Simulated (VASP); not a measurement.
# InAs (F-43m) in VASP: settings compared, part 2 of 2

VASP 6.6.1. The steps go on from the part before.

## (4) Single point, PBE

INCAR reads:

```
PREC = Accurate
ENCUT = 520
EDIFF = 1E-6
ISMEAR = 0
SIGMA = 0.025
LREAL = False
LASPH = True
NELM = 60
ALGO = Normal
ISIF = 2
LWAVE = False
LCHARG = True
GGA = PE
LELF = True
LVHAR = True
NBANDS = 16
```

KPOINTS reads:

```
Automatic mesh
0
Gamma
  8 8 8
```

POSCAR reads:

```
InAs
1.0
    0.0000000000      3.0180000000      3.0180000000
    3.0180000000      0.0000000000      3.0180000000
    3.0180000000      3.0180000000      0.0000000000
In As
1 1
Direct
    0.0000000000      0.0000000000      0.0000000000
    0.7500000000      0.7500000000      0.7500000000
```

Potentials or basis: VASP PAW PBE potentials, release 64 (In_d, As).

Run with:

```sh
> cat potpaw_PBE.64/In_d/POTCAR potpaw_PBE.64/As/POTCAR > POTCAR
> mpirun -np 1 vasp_std > vasp.out
```

OUTCAR:

```text
PREC = Accurate
   ENCUT = 520
   EDIFF = 1E-6
   ISMEAR = 0
   LREAL = False
   LASPH = True
   NELM = 60
   ISIF = 2
   GGA = PE

 ion  position               nearest neighbor table
   1  0.000  0.000  0.000-   2 2.61   2 2.61   2 2.61   2 2.61
   2  0.750  0.750  0.750-   1 2.61   1 2.61   1 2.61   1 2.61

  LATTYP: Found a face centered cubic cell.
 ALAT       =     6.0360000000

  Lattice vectors:

 A1 = (   0.0000000000,   3.0180000000,   3.0180000000)
 A2 = (   3.0180000000,   0.0000000000,   3.0180000000)
 A3 = (   3.0180000000,   3.0180000000,   0.0000000000)

Analysis of symmetry for initial positions (statically):
=====================================================================
 Subroutine PRICEL returns:
 Original cell was already a primitive cell.

 Routine SETGRP: Setting up the symmetry group for a
 face centered cubic supercell.

 Subroutine GETGRP returns: Found 24 space group operations
 (whereof 24 operations were pure point group operations)
 out of a pool of 48 trial point group operations.

The static configuration has the point symmetry T_d .

Analysis of symmetry for dynamics (positions and initial velocities):
[... 159 lines left out ...]
 E-fermi :   4.5714     XC(G=0):  -9.1170

 val. band max:        4.5637750412   @ k =   0.0000   0.0000   0.0000
 cond. band min:       5.5323312369   @ k =   0.5000   0.0000   0.0000
 fundamental gap:      0.9685561958
 Fermi energy:         4.5713891713

 k-point     1 :       0.0000    0.0000    0.0000
  band No.  band energies     occupation
      1      -9.8398      2.00000
      2      -9.8398      2.00000
      3      -9.8398      2.00000
      4      -9.7118      2.00000
      5      -9.7118      2.00000
      6      -7.3330      2.00000
[... 433 lines left out ...]
      3      -9.7852      2.00000
      4      -9.7169      2.00000
      5      -9.7041      2.00000
      6      -5.5769      2.00000
[... 8 lines left out ...]
     15      14.9909      0.00000
     16      15.7163      0.00000

 [... further k-points ...]

------------------------ aborting loop because EDIFF is reached ----------------------------------------

  FORCE on cell =-STRESS in cart. coord.  units (eV):
  Direction    XX          YY          ZZ          XY          YZ          ZX
  --------------------------------------------------------------------------------------
  -------------------------------------------------------------------------------------
  Total        1.4948260      1.4948260      1.4948260      0.0000000      0.0000000     -0.0000000
  in kB       43.5625724     43.5625724     43.5625724      0.0000000      0.0000000     -0.0000000
  external PRESSURE =      43.5625724 kB  Pullay stress =       0.0000000 kB

 VOLUME and BASIS-vectors are now :
 -----------------------------------------------------------------------------
  energy-cutoff  :      520.00
  volume of cell :       54.98
      direct lattice vectors                 reciprocal lattice vectors
     0.000000000  3.018000000  3.018000000    -0.165672631  0.165672631  0.165672631
     3.018000000  0.000000000  3.018000000     0.165672631 -0.165672631  0.165672631
     3.018000000  3.018000000  0.000000000     0.165672631  0.165672631 -0.165672631

 POSITION                                       TOTAL-FORCE (eV/Angst)
 -----------------------------------------------------------------------------------
      0.00000      0.00000      0.00000        -0.000000     -0.000000     -0.000000
      4.52700      4.52700      4.52700         0.000000      0.000000      0.000000
 -----------------------------------------------------------------------------------
    total drift:                                0.000000      0.000000      0.000000

  FREE ENERGIE OF THE ION-ELECTRON SYSTEM (eV)
  ---------------------------------------------------
  free  energy   TOTEN  =        -7.6612880291 eV

  energy  without entropy=       -7.6612127057  energy(sigma->0) =       -7.66125037
```

stdout:

```text
POSCAR found type information on POSCAR InAs
 POSCAR found :  2 types and       2 ions
 scaLAPACK will be used
 LDA part: xc-table for (Slater+PW92), standard interpolation
 POSCAR, INCAR and KPOINTS ok, starting setup
 FFT: planning ... GRIDC
 FFT: planning ... GRID_SOFT
 FFT: planning ... GRID
 WAVECAR not read
 entering main loop
```

It took 27 s on 1 thread of Intel Xeon 8259CL, shared host; peak memory 0.19 GiB.

What came out:

```
Free energy            : -7.6613 eV
Pressure               : 4.4 GPa
Band gap on the k mesh : zero (filled and empty bands touch)
```

Levels at points of the mesh, in eV from the Fermi level:
| k point | band 6 | band 7 | band 8 | band 9 | band 10 | band 11 | band 12 | band 13 |
| --- | --- | --- | --- | --- | --- | --- | --- | --- |
| (0.00, 0.00, 0.00) | -11.90 | -0.18 | -0.01 | -0.01 | -0.01 | 3.90 | 3.90 | 3.90 |
| (0.50, 0.00, 0.00) | -10.42 | -5.80 | -1.00 | -1.00 | 0.96 | 4.67 | 4.67 | 6.85 |
| (0.50, 0.50, 0.00) | -9.87 | -5.87 | -2.35 | -2.35 | 1.53 | 2.05 | 9.21 | 9.30 |

Caveat: the cell stands under pressure; semilocal functionals underestimate gaps, so a narrow gap can read as zero; spin-orbit coupling is left out, which moves the levels of the heavy elements.

## (5) Single point, PBEsol

This run uses another cell than the first one, of 28.22 Å³/atom.

INCAR reads:

```
SYSTEM = InAs
ALGO     = Normal         ! electronic algorithm
EDIFF    = 1E-6           ! SCF threshold, eV
ENCUT    = 520            ! plane-wave cutoff, eV
GGA      = PS             ! functional
ISIF     = 2              ! what is computed and relaxed
ISMEAR   = -1             ! smearing method
LASPH    = .True.         ! aspherical terms in the spheres
LCHARG   = .False.        ! write CHGCAR
LREAL    = .False.        ! projectors in reciprocal space
LWAVE    = .False.        ! write WAVECAR
NBANDS   = 16             ! bands
NELM     = 80             ! most SCF steps
PREC     = Accurate       ! precision mode
SIGMA    = 0.05           ! smearing width, eV
```

KPOINTS reads:

```
k-points
0
Gamma
  8 8 8
  0 0 0
```

POSCAR reads:

```
InAs
1.0
    0.0000000000      3.0443867649      3.0443867649
    3.0443867649      0.0000000000      3.0443867649
    3.0443867649      3.0443867649      0.0000000000
In As
1 1
Direct
    0.0000000000      0.0000000000      0.0000000000
    0.7500000000      0.7500000000      0.7500000000
```

Run with:

```sh
> cat potpaw_PBE.64/In_d/POTCAR potpaw_PBE.64/As/POTCAR > POTCAR
> mpirun -np 1 vasp_std > vasp.out
```

It took 28 s on 1 thread of Intel Xeon 8259CL, shared host; peak memory 0.18 GiB.

It converged, with:

```
Free energy            : -8.4872 eV
Pressure               : 0.1 GPa
Band gap on the k mesh : zero (filled and empty bands touch)
```

Levels at points of the mesh, in eV from the Fermi level:
| k point | band 7 | band 8 | band 9 | band 10 | band 11 | band 12 |
| --- | --- | --- | --- | --- | --- | --- |
| (0.00, 0.00, 0.00) | -0.44 | -0.05 | -0.05 | -0.05 | 3.80 | 3.80 |
| (0.50, 0.00, 0.00) | -5.76 | -1.02 | -1.02 | 0.78 | 4.56 | 4.56 |
| (0.50, 0.50, 0.00) | -5.84 | -2.33 | -2.33 | 1.42 | 1.93 | 8.89 |

Caveat: semilocal functionals underestimate gaps, so a narrow gap can read as zero; the PAW data sets were made with another functional, which shifts forces and pressure a little; spin-orbit coupling is left out, which moves the levels of the heavy elements.

## (6) Relaxation of cell and atoms, PBEsol

INCAR reads:

```
SYSTEM = InAs
PREC = Accurate ; ENCUT = 600
EDIFF = 1E-6 ; ISMEAR = -1
SIGMA = 0.05 ; LREAL = .FALSE.
LASPH = .TRUE. ; NELM = 80
ALGO = Normal ; ISIF = 3
LWAVE = .FALSE. ; LCHARG = .FALSE.
GGA = PS ; IBRION = 2
NSW = 80 ; EDIFFG = -0.005
```

KPOINTS reads:

```
regular mesh
0
G
  8 8 8
  0 0 0
```

POSCAR reads:

```
InAs
1.0
    0.0000000000      3.0180000000      3.0180000000
    3.0180000000      0.0000000000      3.0180000000
    3.0180000000      3.0180000000      0.0000000000
In As
1 1
Direct
    0.0000000000      0.0000000000      0.0000000000
    0.7500000000      0.7500000000      0.7500000000
```

Potentials or basis: VASP PAW PBE potentials, release 64 (In_d, As).

Run with:

```sh
> cat potpaw_PBE.64/In_d/POTCAR potpaw_PBE.64/As/POTCAR > POTCAR
> mpirun -np 1 vasp_std > vasp.out
```

Wall time 91 s (1 thread of Intel Xeon 8259CL, shared host); peak memory 0.23 GiB.

It converged, with:

| Quantity | Value |
| --- | --- |
| Free energy | -8.4873 eV |
| Relaxed volume | 28.25 Å³/atom |
| Relaxed cell | a = 4.307 Å, b = 4.307 Å, c = 4.307 Å, α = 60.00°, β = 60.00°, γ = 60.00° |
| Space group after relaxing (to 0.1 Å) | F-43m (No. 216) |
| Energy gained by relaxing | 3.8 meV/atom |
| Ionic steps | 3 |
| Pressure after relaxing | 0.0 GPa |
| Band gap on the k mesh | zero (filled and empty bands touch) |

The path:
| step | energy change (eV) | largest force (eV/Å) | pressure (GPa) | volume (Å³) |
| --- | --- | --- | --- | --- |
| 1 | 0.0000 | 0.0000 | 1.63 | 54.98 |
| 2 | -0.0060 | 0.0000 | -0.71 | 57.24 |
| 3 | -0.0076 | 0.0000 | 0.01 | 56.50 |

Final structure:
```
In As
1.0
     0.00000    3.04567    3.04567
     3.04567    0.00000    3.04567
     3.04567    3.04567    0.00000
In As
1 1
Direct
  0.00000 0.00000 0.00000
  0.75000 0.75000 0.75000
```

Levels at points of the mesh, in eV from the Fermi level:
| k point | band 5 | band 6 | band 7 | band 8 | band 9 | band 10 | band 11 | band 12 | band 13 |
| --- | --- | --- | --- | --- | --- | --- | --- | --- | --- |
| (0.00, 0.00, 0.00) | -14.22 | -11.80 | -0.44 | -0.05 | -0.05 | -0.05 | 3.80 | 3.80 | 3.80 |
| (0.50, 0.00, 0.00) | -14.21 | -10.38 | -5.75 | -1.01 | -1.01 | 0.78 | 4.56 | 4.56 | 6.64 |
| (0.50, 0.50, 0.00) | -14.20 | -9.86 | -5.84 | -2.32 | -2.32 | 1.43 | 1.93 | 8.89 | 9.02 |

Caveat: semilocal functionals underestimate gaps, so a narrow gap can read as zero; the PAW data sets were made with another functional, which shifts forces and pressure a little; spin-orbit coupling is left out, which moves the levels of the heavy elements.

## (7) The runs side by side

```csv
task,level,cell,k mesh,cutoff (eV),smearing,gap on the mesh (eV),pressure (GPa)
single point,PBE,"a = 4.268 Å, angles 60.0°, 2 atoms",4 × 4 × 4,520,fermi-dirac 0.03 eV,none,4.9
single point,RPBE,"a = 4.268 Å, angles 60.0°, 2 atoms",8 × 8 × 8,520,fermi-dirac 0.05 eV,none,6.1
single point,PBE,"a = 4.268 Å, angles 60.0°, 2 atoms",8 × 8 × 8,520,gaussian 0.025 eV,none,4.4
single point,PBEsol,"a = 4.305 Å, angles 60.0°, 2 atoms",8 × 8 × 8,520,fermi-dirac 0.05 eV,none,0.1
relaxation of cell and atoms,PBEsol,"relaxed from a = 4.268 Å, angles 60.0°, 2 atoms",8 × 8 × 8,600,fermi-dirac 0.05 eV,none,0.0
```

Alike in all rows: potentials or basis VASP PAW PBE potentials, release 64 (In_d, As); no spin polarisation.

Caveats: some runs use coarse meshes; semilocal functionals underestimate gaps, so a narrow gap can read as zero; spin-orbit coupling is left out, which moves the levels of the heavy elements; the PAW data sets were made with another functional, which shifts forces and pressure a little (at least some runs); the cell stands under pressure (at least some runs).

Absolute energies hang on the potentials; compare differences alone.

## (8) How close it comes

Step 5. A measured gap of InAs is 0.418 eV (direct; 4.2 K; a printed reference work, data compilation); the calculated 0.00 eV misses it by -0.42 eV. Spin-orbit coupling on As, In is left out. The value is that of PBEsol on a finite k mesh, which can miss the band edges, without temperature or zero-point motion. Semilocal functionals fall short of measured gaps as a rule.
